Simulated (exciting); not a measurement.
# CdSe (Fm-3m) in exciting: reference runs

Reference runs on CdSe: the cell as given.

Everything below comes from runs of exciting (release sodium). Logs are shortened: lines on timing, memory, paths and dates and some standing lists are left out, and cuts for length are marked.

### Step 1. The crystal as given

The structure is cubic, space group Fm-3m (No. 225). The conventional cell has a = 5.748 Å, b = 5.748 Å, c = 5.748 Å, α = 90.00°, β = 90.00°, γ = 90.00°. Around Cd (site symmetry m-3m) lie 6 Se at 2.87 Å. Se (site symmetry m-3m) is surrounded by 6 Cd at 2.87 Å.

Measurements of this composition are mostly on another form, of space group No. 186.

### Step 2. Single point, PBE

The input, input.xml:

```xml
<input>
  <title>CdSe</title>
  <structure speciespath="./" tshift="false">
    <crystal scale="1">
      <basevect>0.000000000000 5.430993513677 5.430993513677</basevect>
      <basevect>5.430993513677 0.000000000000 5.430993513677</basevect>
      <basevect>5.430993513677 5.430993513677 0.000000000000</basevect>
    </crystal>
    <species speciesfile="Cd.xml" rmt="2.3">
      <atom coord="0.000000000000 0.000000000000 0.000000000000"/>
    </species>
    <species speciesfile="Se.xml" rmt="2">
      <atom coord="0.500000000000 0.500000000000 0.500000000000"/>
    </species>
  </structure>
  <groundstate do="fromscratch" ngridk="8 8 8" rgkmax="9" gmaxvr="14" lmaxapw="10" lmaxmat="10" lmaxvr="8" xctype="GGA_PBE" stype="Fermi Dirac" swidth="0.00183747" nempty="10" ValenceRelativity="iora*" epsengy="1e-05" epspot="1e-05" maxscl="60" tforce="true" outputlevel="normal"/>
</input>
```

Potentials or basis: all-electron LAPW+lo, shipped species files, valence relativity iora*.

Started as:

```sh
> OMP_NUM_THREADS=1 exciting_smp
```

INFO.OUT:

```text
================================================================================
EXCITING SODIUM started
All units are atomic (Hartree, Bohr, etc.)
================================================================================

********************************************************************************
* Ground-state run starting from atomic densities                              *
********************************************************************************

++++++++++++++++++++++++++++++++++++++++++++++++++++++++++++++++++++++++++++++++
+ Starting initialization                                                      +
++++++++++++++++++++++++++++++++++++++++++++++++++++++++++++++++++++++++++++++++

 Lattice vectors (cartesian) :
      0.0000000000      5.4309935137      5.4309935137
      5.4309935137      0.0000000000      5.4309935137
      5.4309935137      5.4309935137      0.0000000000

 Reciprocal lattice vectors (cartesian) :
     -0.5784563443      0.5784563443      0.5784563443
      0.5784563443     -0.5784563443      0.5784563443
      0.5784563443      0.5784563443     -0.5784563443

 Unit cell volume                           :     320.3818080692
 Brillouin zone volume                      :       0.7742331406

 Species :    1 (Cd)
     parameters loaded from                 :    Cd.xml
     name                                   :    cadmium
     nuclear charge                         :     -48.00000000
     electronic charge                      :      48.00000000
     atomic mass                            :  204912.71750000
     muffin-tin radius                      :       2.30000000
     # of radial points in muffin-tin       :     400

     atomic positions (lattice) :
       1 :   0.00000000  0.00000000  0.00000000

 Species :    2 (Se)
     parameters loaded from                 :    Se.xml
     name                                   :    selenium
     nuclear charge                         :     -34.00000000
     electronic charge                      :      34.00000000
     atomic mass                            :  143935.27480000
     muffin-tin radius                      :       2.00000000
     # of radial points in muffin-tin       :     350

     atomic positions (lattice) :
       1 :   0.50000000  0.50000000  0.50000000

 Total number of atoms per unit cell        :       2

 Spin treatment                             :    spin-unpolarised

 Number of Bravais lattice symmetries       :      48
 Number of crystal symmetries               :      48

 k-point grid                               :       8    8    8
 Total number of k-points                   :      29
 k-point set is reduced with crystal symmetries

 R^MT_min * |G+k|_max (rgkmax)              :       9.00000000
 Species with R^MT_min                      :       2 (Se)
 Maximum |G+k| for APW functions            :       4.50000000
 Maximum |G| for potential and density      :      14.00000000

 G-vector grid sizes                        :      36    36    36
 Total number of G-vectors                  :   14841

 Maximum angular momentum used for
     APW functions                          :      10
     computing H and O matrix elements      :      10
     potential and density                  :       8
     inner part of muffin-tin               :       2

 Total nuclear charge                       :     -82.00000000
 Total electronic charge                    :      82.00000000
 Total core charge                          :      48.00000000
 Total valence charge                       :      34.00000000

 Number of empty states                     :      10
 Total number of valence states             :      28

 Maximum Hamiltonian size                   :     557
 Maximum number of plane-waves              :     531
 Total number of local-orbitals             :      26

 Exchange-correlation type                  :      20
     Perdew-Burke-Ernzerhof, Phys. Rev. Lett. 77, 3865 (1996)
     Generalised gradient approximation (GGA)

 Smearing scheme                            :    Fermi-Dirac
 Smearing width                             :       0.00183747

 Using multisecant Broyden potential mixing

++++++++++++++++++++++++++++++++++++++++++++++++++++++++++++++++++++++++++++++++
+ Ending initialization                                                        +
++++++++++++++++++++++++++++++++++++++++++++++++++++++++++++++++++++++++++++++++

********************************************************************************
* Groundstate module started                                                   *
********************************************************************************
 Output level for this task is set to normal

++++++++++++++++++++++++++++++++++++++++++++++++++++++++++++++++++++++++++++++++
+ Self-consistent loop started                                                 +
++++++++++++++++++++++++++++++++++++++++++++++++++++++++++++++++++++++++++++++++
 Density and potential initialised from atomic data

++++++++++++++++++++++++++++++++++++++++++++++++++++++++++++++++++++++++++++++++
+ SCF iteration number :    1                                                  +
++++++++++++++++++++++++++++++++++++++++++++++++++++++++++++++++++++++++++++++++
 Total energy                               :     -8025.27057252
 _______________________________________________________________
 Fermi energy                               :         0.18091543
 Kinetic energy                             :      8356.69337317
 Coulomb energy                             :    -16139.14606361
 Exchange energy                            :      -238.57455216
 Correlation energy                         :        -4.24332991

 DOS at Fermi energy (states/Ha/cell)       :         0.77621912

 Electron charges :
     core                                   :        48.00000000
     core leakage                           :         0.00199503
     valence                                :        34.00000000
     interstitial                           :         4.81795755
     charge in muffin-tin spheres :
                  atom     1    Cd          :        45.75551965
                  atom     2    Se          :        31.42652280
     total charge in muffin-tins            :        77.18204245
     total charge                           :        82.00000000

++++++++++++++++++++++++++++++++++++++++++++++++++++++++++++++++++++++++++++++++
+ SCF iteration number :    2                                                  +
++++++++++++++++++++++++++++++++++++++++++++++++++++++++++++++++++++++++++++++++
 Total energy                               :     -8026.37874288
 _______________________________________________________________
 Fermi energy                               :         0.18664861
 Kinetic energy                             :      8355.81159507
 Coulomb energy                             :    -16139.36311084
 Exchange energy                            :      -238.58198724
 Correlation energy                         :        -4.24523987

 DOS at Fermi energy (states/Ha/cell)       :         6.05389140

 Electron charges :
     core                                   :        48.00000000
     core leakage                           :         0.00198316
     valence                                :        34.00000000
     interstitial                           :         4.85129687
     charge in muffin-tin spheres :
                  atom     1    Cd          :        45.84318097
                  atom     2    Se          :        31.30552216
     total charge in muffin-tins            :        77.14870313
     total charge                           :        82.00000000
[... 325 lines left out ...]
++++++++++++++++++++++++++++++++++++++++++++++++++++++++++++++++++++++++++++++++
+ SCF iteration number :   14                                                  +
++++++++++++++++++++++++++++++++++++++++++++++++++++++++++++++++++++++++++++++++
 Total energy                               :     -8026.29606776
 _______________________________________________________________
 Fermi energy                               :         0.19400839
 Kinetic energy                             :      8355.31363735
 Coulomb energy                             :    -16138.79827337
 Exchange energy                            :      -238.56507089
 Correlation energy                         :        -4.24636084

 DOS at Fermi energy (states/Ha/cell)       :         7.58046293

 Electron charges :
     core                                   :        48.00000000
     core leakage                           :         0.00197309
     valence                                :        34.00000000
     interstitial                           :         4.87739914
     charge in muffin-tin spheres :
                  atom     1    Cd          :        45.90073355
                  atom     2    Se          :        31.22186731
     total charge in muffin-tins            :        77.12260086
     total charge                           :        82.00000000

 RMS change in effective potential (target) :  0.533870E-08  ( 0.100000E-04)
 Absolute change in total energy   (target) :  0.741066E-05  ( 0.100000E-04)
 Charge distance                   (target) :  0.344079E-08  ( 0.100000E-04)
 Abs. change in max-nonIBS-force   (target) :   0.00000      ( 0.500000E-04)

++++++++++++++++++++++++++++++++++++++++++++++++++++++++++++++++++++++++++++++++
| Convergency criteria checked for the last 2 iterations                       +
| Convergence targets achieved. Performing final SCF iteration                 +
++++++++++++++++++++++++++++++++++++++++++++++++++++++++++++++++++++++++++++++++
 Total energy                               :     -8026.29606867
 _______________________________________________________________
 Fermi energy                               :         0.19400839
 Kinetic energy                             :      8355.31363693
 Coulomb energy                             :    -16138.79827383
 Exchange energy                            :      -238.56507092
 Correlation energy                         :        -4.24636084

 DOS at Fermi energy (states/Ha/cell)       :         7.58046352

 Electron charges :
     core                                   :        48.00000000
     core leakage                           :         0.00197309
     valence                                :        34.00000000
     interstitial                           :         4.87739914
     charge in muffin-tin spheres :
                  atom     1    Cd          :        45.90073355
                  atom     2    Se          :        31.22186732
     total charge in muffin-tins            :        77.12260086
     total charge                           :        82.00000000

++++++++++++++++++++++++++++++++++++++++++++++++++++++++++++++++++++++++++++++++
+ Self-consistent loop stopped                                                 +
++++++++++++++++++++++++++++++++++++++++++++++++++++++++++++++++++++++++++++++++
 STATE.OUT is written

--------------------------------------------------------------------------------
- Writing atomic positions and forces                                          -
--------------------------------------------------------------------------------

 Atomic positions (lattice) :
 atom     1  Cd  :     0.00000000    0.00000000    0.00000000
 atom     2  Se  :     0.50000000    0.50000000    0.50000000

 Total atomic forces including IBS (cartesian) :
 atom     1  Cd  :     0.00000000    0.00000000   -0.00000000
 atom     2  Se  :    -0.00000000    0.00000000    0.00000000

 Atomic force components including IBS (cartesian) :
 atom     1  Cd  :    -0.00000000    0.00000000   -0.00000000   HF force
                 :    -0.00000000   -0.00000000    0.00000000   core correction
                 :     0.00000000    0.00000000   -0.00000000   IBS correction
 atom     2  Se  :     0.00000000   -0.00000000    0.00000000   HF force
                 :     0.00000000    0.00000000   -0.00000000   core correction
                 :    -0.00000000   -0.00000000    0.00000000   IBS correction

********************************************************************************
* Groundstate module stopped                                                   *
********************************************************************************

--------------------------------------------------------------------------------
- CAUTION! Warnings have been written in file WARNING.OUT !                    -
--------------------------------------------------------------------------------
================================================================================
| EXCITING SODIUM stopped                                                      =
================================================================================
```

Run time: 3 min. Hardware: 1 thread of Arm Neoverse V1, shared host; peak memory 0.14 GiB.

Results:

```yaml
Free_energy: -218406.6452 eV
Band_gap_on_the_k_mesh: none (metal or under the smearing width)
All_electrons_inside_the_program's_atomic_spheres: Cd 45.90; Se 31.22 (radii Cd 2.3, Se 2.0 bohr)
```

Caveat: the log's total energy holds no entropy term; the free energy is that total less TS from the occupations.
